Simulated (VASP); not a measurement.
# PtSe2 in VASP: settings compared

One slab, PtSe2, is run at these levels: LDA, PBE; tasks: single point.

Everything below comes from runs of VASP 6.6.1. Logs are shortened: lines on timing, memory, paths and dates and some standing lists are left out, and cuts for length are marked.

### Step 1. Starting point

The cell holds a slab with vacuum, 6 atoms: a = 3.706 Å, b = 3.706 Å, c = 34.816 Å, α = 90.00°, β = 90.00°, γ = 120.00°.

### Step 2. Single point, LDA

Contents of INCAR:

```
  PREC = Accurate
  ENCUT = 520
  EDIFF = 1E-6
  ISMEAR = 0
  SIGMA = 0.05
  LREAL = F
  LASPH = T
  NELM = 100
  ALGO = Fast
  ISIF = 2
  LWAVE = F
  LCHARG = T
  LDIPOL = T
  IDIPOL = 3
  DIPOL = 0.5 0.5 0.500
  GGA = CA
  LELF = T
  LVHAR = T
  LVACPOTAV = T
  NBANDS = 31
```

Contents of KPOINTS:

```
Automatic mesh
0
Gamma
  12 12 1
```

Contents of POSCAR:

```
PtSe2
1.0
    3.7056717060      0.0000000000      0.0000000000
   -1.8528358530      3.2092058360      0.0000000000
    0.0000000000      0.0000000000     34.8160435360
Se Pt
4 2
Direct
    0.6666666667      0.3333333333      0.3936119528
    0.3333333333      0.6666666667      0.4668426184
    0.6666666667      0.3333333333      0.5331573816
    0.3333333333      0.6666666667      0.6063880472
    0.0000000000      0.0000000000      0.4305787921
    0.0000000000      0.0000000000      0.5694212079
```

Potentials or basis: VASP PAW LDA potentials, release 64 (Se, Pt).

The run is started by

```
cat potpaw_LDA.64/Se/POTCAR potpaw_LDA.64/Pt/POTCAR > POTCAR
mpirun -np 1 vasp_std > vasp.out
```

OUTCAR:

```text
PREC = Accurate
   ENCUT = 520
   EDIFF = 1E-6
   ISMEAR = 0
   LREAL = F
   LASPH = T
   NELM = 100
   ISIF = 2
   GGA = CA

 ion  position               nearest neighbor table
   1  0.667  0.333  0.394-   5 2.50   5 2.50   5 2.50
   2  0.333  0.667  0.467-   5 2.48   5 2.48   5 2.48
   3  0.667  0.333  0.533-   6 2.48   6 2.48   6 2.48
   4  0.333  0.667  0.606-   6 2.50   6 2.50   6 2.50
   5  0.000  0.000  0.431-   2 2.48   2 2.48   2 2.48   1 2.50   1 2.50   1 2.50
   6  0.000  0.000  0.569-   3 2.48   3 2.48   3 2.48   4 2.50   4 2.50   4 2.50

  LATTYP: Found a hexagonal cell.
 ALAT       =     3.7056717060
 C/A-ratio  =     9.3953394413

  Lattice vectors:

 A1 = (   3.7056717060,   0.0000000000,   0.0000000000)
 A2 = (  -1.8528358530,   3.2092058360,   0.0000000000)
 A3 = (   0.0000000000,   0.0000000000,  34.8160435360)

Analysis of symmetry for initial positions (statically):
=====================================================================
 Subroutine PRICEL returns:
 Original cell was already a primitive cell.

 Routine SETGRP: Setting up the symmetry group for a
 hexagonal supercell.

 Subroutine GETGRP returns: Found 12 space group operations
 (whereof 12 operations were pure point group operations)
 out of a pool of 24 trial point group operations.

The static configuration has the point symmetry D_3d.

Analysis of symmetry for dynamics (positions and initial velocities):
=====================================================================
 Subroutine PRICEL returns:
 Original cell was already a primitive cell.

 Routine SETGRP: Setting up the symmetry group for a
 hexagonal supercell.

 Subroutine GETGRP returns: Found 12 space group operations
 (whereof 12 operations were pure point group operations)
 out of a pool of 24 trial point group operations.

The dynamic configuration has the point symmetry D_3d.

 Subroutine INISYM returns: Found 12 space group operations
 (whereof 12 operations are pure point group operations),
 and found     1 'primitive' translations

----------------------------------------------------------------------------------------

                                     Primitive cell

  volume of cell :     414.0416

  direct lattice vectors                    reciprocal lattice vectors
     3.705671706  0.000000000  0.000000000     0.269856609  0.155801786  0.000000000
    -1.852835853  3.209205836  0.000000000     0.000000000  0.311603571  0.000000000
     0.000000000  0.000000000 34.816043536     0.000000000  0.000000000  0.028722391

  length of vectors
     3.705671706  3.705671706 34.816043536     0.311603571  0.311603571  0.028722391

  position of ions in fractional coordinates (direct lattice)
     0.666666667  0.333333333  0.393611953
     0.333333333  0.666666667  0.466842618
     0.666666667  0.333333333  0.533157382
     0.333333333  0.666666667  0.606388047
     0.000000000  0.000000000  0.430578792
     0.000000000  0.000000000  0.569421208

  ion indices of the primitive-cell ions
   primitive index   ion index
                 1           1
                 2           2
                 3           3
                 4           4
                 5           5
                 6           6

----------------------------------------------------------------------------------------

 KPOINTS: Automatic mesh

Automatic generation of k-mesh.
 Grid dimensions read from file:
 generate k-points for:   12   12    1

 Generating k-lattice:

  Cartesian coordinates                     Fractional coordinates (reciprocal lattice)
     0.022488051  0.012983482  0.000000000     0.083333333  0.000000000  0.000000000
     0.000000000  0.025966964  0.000000000     0.000000000  0.083333333  0.000000000
     0.000000000  0.000000000  0.028722391     0.000000000  0.000000000  1.000000000

  Length of vectors
     0.025966964  0.025966964  0.028722391

  Shift w.r.t. Gamma in fractional coordinates (k-lattice)
     0.000000000  0.000000000  0.000000000

 Subroutine IBZKPT returns following result:
 ===========================================

 Found     19 irreducible k-points:

 Following reciprocal coordinates:
            Coordinates               Weight
  0.000000  0.000000  0.000000      1.000000
  0.083333 -0.000000  0.000000      6.000000
  0.166667  0.000000  0.000000      6.000000
  0.250000  0.000000  0.000000      6.000000
  0.333333  0.000000  0.000000      6.000000
  0.416667  0.000000  0.000000      6.000000
[... 11 lines left out ...]
  0.333333  0.250000  0.000000     12.000000
  0.333333  0.333333  0.000000      2.000000
   k-points           NKPTS =     19   k-points in BZ     NKDIM =     19   number of bands    NBANDS=     31
   number of dos      NEDOS =    301   number of ions     NIONS =      6
   total plane-waves  NPLWV = 211680
   dimension x,y,z NGX =    28 NGY =   28 NGZ =  270
   dimension x,y,z NGXF=    56 NGYF=   56 NGZF=  540
   ions per type =               4   2
   NGX,Y,Z   is equivalent  to a cutoff of  12.56, 12.56, 12.89 a.u.
   NGXF,Y,Z  is equivalent  to a cutoff of  25.12, 25.12, 25.78 a.u.
 SYSTEM =  unknown system
   PREC   = accura    normal or accurate (medium, high low for compatibility)
   ISTART =      0    job   : 0-new  1-cont  2-samecut
   ICHARG =      2    charge: 1-file 2-atom 10-const
   ISPIN  =      1    spin polarized calculation?
   LNONCOLLINEAR =      F non collinear calculations
   LSORBIT =      F    spin-orbit coupling
   LASPH  =      T    aspherical Exc in radial PAW
   ENCUT  =  520.0 eV  38.22 Ry    6.18 a.u.   6.89  6.89 64.73*2*pi/ulx,y,z
   NELM   =    100;   NELMIN=  2; NELMDL= -5     # of ELM steps
   EDIFF  = 0.1E-05   stopping-criterion for ELM
   LREAL  =      F    real-space projection
   EDIFFG = 0.1E-04   stopping-criterion for IOM
   NSW    =      0    number of steps for IOM
   IBRION =     -1    ionic relax: 0-MD 1-quasi-New 2-CG
   NFREE  =      0    steps in history (QN), initial steepest desc. (CG)
   ISIF   =      2    stress and relaxation
   ISYM   =      2    0-nonsym 1-usesym 2-fastsym
   POTIM  = 0.5000    time-step for ionic-motion
   TEBEG  =    0.0;   TEEND  =   0.0 temperature during run
   PSTRESS=    0.0 pullay stress
   NELECT =      44.0000    total number of electrons
   NUPDOWN=      -1.0000    fix difference up-down
   EMIN   =  10.00;   EMAX   =-10.00  energy-range for DOS
   EFERMI =   0.00;   METHOD = LEGACY
   ISMEAR =     0;   SIGMA  =   0.05  broadening in eV -4-tet -1-fermi 0-gaus
   EFERMI_NEDOS =   21; number of points for ismear=-14 and -15
   IALGO  =     68    algorithm
   IMIX   =      4    mixing-type and parameters
     AMIX     =   0.40;   BMIX     =  1.00
     AMIX_MAG =   1.60;   BMIX_MAG =  1.00
  volume/ion in A,a.u.               =      69.01       465.68
  Fermi-wavevector in a.u.,A,eV,Ry     =   0.775433  1.465356  8.181138  0.601297
  Thomas-Fermi vector in A             =   1.877700
   LORBIT       =      0    0 simple, 1 ext, 2 COOP (PROOUT), +10 PAW based schemes
   GGA     = CA    functional components
   LHFCALC =     F    Hartree Fock is set to
   AEXX    =    0.0000 exact exchange contribution
   IVDW    =     0    specifies the selected vdW correction
   LEPSILON=     F    determine dielectric tensor
   LRPA    =     F    only Hartree local field effects (RPA)
 non-spin polarized calculation
 RMM-DIIS sequential band-by-band and
 Gauss-broadening in eV      SIGMA  =   0.05
  energy-cutoff  :      520.00
  volume of cell :      414.04
 maximum number of plane-waves:     11214
 NGX is ok and might be reduce to    28
   NGX = 13   NGY = 13   NGZ =129

 dipolmoment           0.000000      0.000000     -0.000000 electrons x Angstroem

 number of electron      44.0000000 magnetization

 dipolmoment           0.000000      0.000000      0.000000 electrons x Angstroem

 Free energy of the ion-electron system (eV)
  ---------------------------------------------------
  ext. energy  EPLUGINS =         0.00000000
  ---------------------------------------------------
  free energy    TOTEN  =       -33.87801707 eV

  energy without entropy =      -33.87782797  energy(sigma->0) =      -33.87792252

 E-fermi :  -1.5431     XC(G=0):  -3.5558

 val. band max:       -1.6224658221   @ k =   0.0833  -0.0000   0.0000
 cond. band min:      -1.4637050111   @ k =   0.2500   0.0000   0.0000
 fundamental gap:      0.1587608111
 Fermi energy:        -1.5430836200

 k-point     1 :       0.0000    0.0000    0.0000
  band No.  band energies     occupation
      1     -17.3082      2.00000
      2     -16.7897      2.00000
      3     -15.3298      2.00000
      4     -14.6204      2.00000
      5      -8.4939      2.00000
      6      -8.0796      2.00000
[... 23 lines left out ...]
     30       3.0101      0.00000
     31       3.3180      0.00000

 k-point     2 :       0.0833   -0.0000    0.0000
  band No.  band energies     occupation
      1     -17.2304      2.00000
      2     -16.7127      2.00000
      3     -15.3207      2.00000
      4     -14.6466      2.00000
      5      -8.4814      2.00000
      6      -8.0799      2.00000
[... 23 lines left out ...]
     30       3.4352      0.00000
     31       3.4711      0.00000

 k-point     3 :       0.1667    0.0000    0.0000
  band No.  band energies     occupation
      1     -17.0054      2.00000
      2     -16.4919      2.00000
      3     -15.2960      2.00000
      4     -14.7206      2.00000
      5      -8.4839      2.00000
      6      -8.0415      2.00000
[... 23 lines left out ...]
     30       3.6852      0.00000
     31       3.8134      0.00000

 k-point     4 :       0.2500    0.0000    0.0000
  band No.  band energies     occupation
      1     -16.6614      2.00000
      2     -16.1620      2.00000
      3     -15.2620      2.00000
      4     -14.8294      2.00000
      5      -8.4912      2.00000
      6      -7.9804      2.00000
[... 23 lines left out ...]
     30       3.7339      0.00000
     31       4.3090      0.00000

 k-point     5 :       0.3333    0.0000    0.0000
  band No.  band energies     occupation
      1     -16.2544      2.00000
      2     -15.7908      2.00000
      3     -15.2257      2.00000
      4     -14.9543      2.00000
      5      -8.6268      2.00000
      6      -8.2336      2.00000
[... 23 lines left out ...]
     30       4.2494      0.00000
     31       4.3911      0.00000
[... 372 lines left out ...]
     30       5.2505      0.00000
     31       5.4006      0.00000

 k-point    17 :       0.2500    0.2500    0.0000
  band No.  band energies     occupation
      1     -15.7752      2.00000
      2     -15.3983      2.00000
      3     -15.1560      2.00000
      4     -15.0902      2.00000
      5      -8.4740      2.00000
      6      -8.3794      2.00000
[... 23 lines left out ...]
     30       4.9224      0.00000
     31       5.4387      0.00000

 k-point    18 :       0.3333    0.2500    0.0000
  band No.  band energies     occupation
      1     -15.5382      2.00000
      2     -15.3148      2.00000
      3     -15.1176      2.00000
      4     -15.1109      2.00000
      5      -8.5774      2.00000
      6      -8.5285      2.00000
[... 23 lines left out ...]
     30       5.5263      0.00000
     31       5.7018      0.00000

 k-point    19 :       0.3333    0.3333    0.0000
  band No.  band energies     occupation
      1     -15.3888      2.00000
      2     -15.3888      2.00000
      3     -15.0880      2.00000
      4     -15.0880      2.00000
      5      -8.4913      2.00000
      6      -8.1288      2.00000
[... 23 lines left out ...]
     30       5.6142      0.00000
     31       6.2169      0.00000

------------------------ aborting loop because EDIFF is reached ----------------------------------------

 vacuum level on the upper side and lower side of the slab       (xc-potential included)        -0.163        -0.163

  FORCE on cell =-STRESS in cart. coord.  units (eV):
  Direction    XX          YY          ZZ          XY          YZ          ZX
  --------------------------------------------------------------------------------------
  -------------------------------------------------------------------------------------
  Total        0.3331504      0.3331504      0.2162488      0.0000000      0.0000000      0.0000000
  in kB        1.2891605      1.2891605      0.8367974      0.0000000      0.0000000      0.0000000
  external PRESSURE =       1.1383728 kB  Pullay stress =       0.0000000 kB

 VOLUME and BASIS-vectors are now :
 -----------------------------------------------------------------------------
  energy-cutoff  :      520.00
  volume of cell :      414.04
      direct lattice vectors                 reciprocal lattice vectors
     3.705671706  0.000000000  0.000000000     0.269856609  0.155801786  0.000000000
    -1.852835853  3.209205836  0.000000000     0.000000000  0.311603571  0.000000000
     0.000000000  0.000000000 34.816043536     0.000000000  0.000000000  0.028722391

 POSITION                                       TOTAL-FORCE (eV/Angst)
 -----------------------------------------------------------------------------------
      1.85284      1.06974     13.70401         0.000000     -0.000000     -0.049099
     -0.00000      2.13947     16.25361        -0.000000     -0.000000      0.049752
      1.85284      1.06974     18.56243         0.000000      0.000000     -0.049752
     -0.00000      2.13947     21.11203         0.000000     -0.000000      0.049099
      0.00000      0.00000     14.99105        -0.000000     -0.000000      0.001523
      0.00000      0.00000     19.82499         0.000000      0.000000     -0.001523
 -----------------------------------------------------------------------------------
    total drift:                               -0.000000      0.000000      0.000000

  FREE ENERGIE OF THE ION-ELECTRON SYSTEM (eV)
  ---------------------------------------------------
  free  energy   TOTEN  =       -33.8780170656 eV

  energy  without entropy=      -33.8778279712  energy(sigma->0) =      -33.87792252

 vacuum level on the upper side and lower side of the slab         3.364         3.364
```

Run time: 4.5 min. Hardware: 1 thread of Intel Xeon Platinum 8488C (Sapphire Rapids), shared host; peak memory 0.49 GiB.

Results:

- Free energy: -33.8780 eV
- Largest force: 0.050 eV/Å
- Band gap on the k mesh: 0.16 eV, indirect (least direct gap 0.88 eV)
- Ionisation potential of the upper face: 4.99 eV

Forces in eV/Å, atoms in the order of the input:
```
Se   0.000  0.000 -0.049
Se   0.000  0.000  0.050
Se   0.000  0.000 -0.050
Se   0.000  0.000  0.049
Pt   0.000  0.000  0.002
Pt   0.000  0.000 -0.002
```

Levels at points of the mesh, in eV from the valence-band top:
| k point | band 20 | band 21 | band 22 | band 23 | band 24 | band 25 |
| --- | --- | --- | --- | --- | --- | --- |
| (0.00, 0.00, 0.00) | -1.00 | -1.00 | -0.27 | 1.69 | 1.69 | 2.28 |
| (0.50, 0.00, 0.00) | -2.84 | -2.82 | -1.73 | 1.06 | 1.29 | 1.69 |

Caveat: spin-orbit coupling is left out, which moves the levels of the heavy elements.

(Part 1 of 2 ends here.)
